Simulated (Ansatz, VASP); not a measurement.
## Two plane-wave programs on W

Contents of INCAR:

```
PREC = Accurate
ENCUT = 520
EDIFF = 1E-7
ISMEAR = 0
SIGMA = 0.1
LREAL = F
LASPH = T
NELM = 100
ALGO = Normal
ISIF = 2
LWAVE = F
LCHARG = T
GGA = PS
LELF = T
LVHAR = T
NBANDS = 13
```

The input KPOINTS:

```
Automatic mesh
0
Gamma
  18 18 18
```

File POSCAR:

```
W
1.0
    0.0000000000      2.0046047000      2.0046047000
    2.0046047000      0.0000000000      2.0046047000
    2.0046047000      2.0046047000      0.0000000000
W
1
Direct
    0.0000000000      0.0000000000      0.0000000000
```

Input for Ansatz:

```yaml
crystal:
  lattice:
    - [0.0, 2.0046047, 2.0046047]
    - [2.0046047, 0.0, 2.0046047]
    - [2.0046047, 2.0046047, 0.0]
  atoms:
    - { symbol: W, position: [0.0, 0.0, 0.0] }
basis:
  ecutwfc: 420
kpoints:
  mp_grid: { grid: [18, 18, 18] }
hamiltonian:
  xc: pbesol
scf:
  occupations: { method: gaussian, width: 0.1 }
output:
  forces: true
  stress: true
  eigenvalues: true
```

Alike in both runs: task single point; functional PBEsol; k mesh 18 × 18 × 18; occupations gaussian, width 0.1 eV; no spin polarisation.

```csv
,VASP,Ansatz
version,VASP 6.6.1,Ansatz 0.2.0
potentials or method,"VASP PAW PBE potentials, release 64 (W_sv)","scalar-relativistic, plane waves, PAW"
plane-wave cutoff (eV),520,420
valence electrons in the cell,14,14
```

VASP gave:

| Quantity | Value |
| --- | --- |
| gap on the k mesh at the Fermi level (eV) | none |
| pressure (GPa) | -1.8 |

Question: Estimate Ansatz's values.

Answer: gap on the k mesh at the Fermi level (eV): none; pressure (GPa): -2.5.

A gap of «none» marks a metal or a gap that the smearing closes. With one functional, cell and mesh, what is left measures potentials, basis and numerics.

Caveats: the PAW data sets were made with another functional, which shifts forces and pressure a little (VASP). Spin-orbit coupling is left out, which matters for the levels of W.
